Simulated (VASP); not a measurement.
Set up this calculation in VASP 6.6.1, as the native input.

```
Task                   : single point
Functional             : r2SCAN
Potentials or basis    : VASP PAW PBE potentials, release 64 (Al, N)
Cutoff                 : 520 eV
k mesh                 : 9 × 9 × 6
Occupations            : gaussian, width 0.02 eV
Spin                   : no spin polarisation
Dipole correction      : no
Further INCAR settings : ALGO = Normal; EDIFF = 1e-07; NBANDS = 16
```

The system is AlN.

```xyz
4
Lattice="3.3015 0.0000 0.0000 -1.6507 2.8592 0.0000 0.0000 0.0000 4.1399" Properties=species:S:1:pos:R:3 pbc="T T T"
Al    0.0000    1.9061    3.1049
Al    1.6507    0.9531    1.0350
N     0.0000    1.9061    1.0350
N     1.6507    0.9531    3.1049
```

Measurements of this composition are mostly on another form, of space group No. 186.

The input as run:

POSCAR

```
AlN
1.0
    3.3014697576      0.0000000000      0.0000000000
   -1.6507348788      2.8591566799      0.0000000000
    0.0000000000      0.0000000000      4.1398709542
Al N
2 2
Direct
    0.3333333333      0.6666666667      0.7500000000
    0.6666666667      0.3333333333      0.2500000000
    0.3333333333      0.6666666667      0.2500000000
    0.6666666667      0.3333333333      0.7500000000
```

INCAR.step1

```
SYSTEM = AlN
  ALGO = Normal
  EDIFF = 1E-4
  ENCUT = 520
  GGA = PE
  ISMEAR = 0
  LASPH = .TRUE.
  LCHARG = .FALSE.
  LREAL = .FALSE.
  LWAVE = .TRUE.
  NBANDS = 16
  NELM = 100
  PREC = Accurate
  SIGMA = 0.02
```

INCAR.step2

```
SYSTEM = AlN
  ALGO = Normal
  EDIFF = 1E-7
  ENCUT = 520
  ISIF = 2
  ISMEAR = 0
  ISTART = 1
  LASPH = .TRUE.
  LCHARG = .FALSE.
  LMIXTAU = .TRUE.
  LREAL = .FALSE.
  LWAVE = .FALSE.
  METAGGA = R2SCAN
  NBANDS = 16
  NELM = 100
  PREC = Accurate
  SIGMA = 0.02
```

KPOINTS

```
k-points
0
G
  9 9 6
  0 0 0
```

Potentials or basis: VASP PAW PBE potentials, release 64 (Al, N).

Launch:

```console
$ cat potpaw_PBE.64/Al/POTCAR potpaw_PBE.64/N/POTCAR > POTCAR
$ cp INCAR.step1 INCAR
$ mpirun -np 1 vasp_std > vasp.out
$ cp INCAR.step2 INCAR
$ mpirun -np 1 vasp_std > vasp.out
```

It gave:

| Quantity | Value |
| --- | --- |
| Pressure | -2.0 GPa |
| Band gap on the k mesh | 4.02 eV, direct |

Caveat: the PAW data sets were made with another functional, which shifts forces and pressure a little.

Wall time 2.8 min on 1 thread of AMD EPYC 7R43 64-Core Processor (Zen 3) (shared host), peak memory 0.14 GiB.
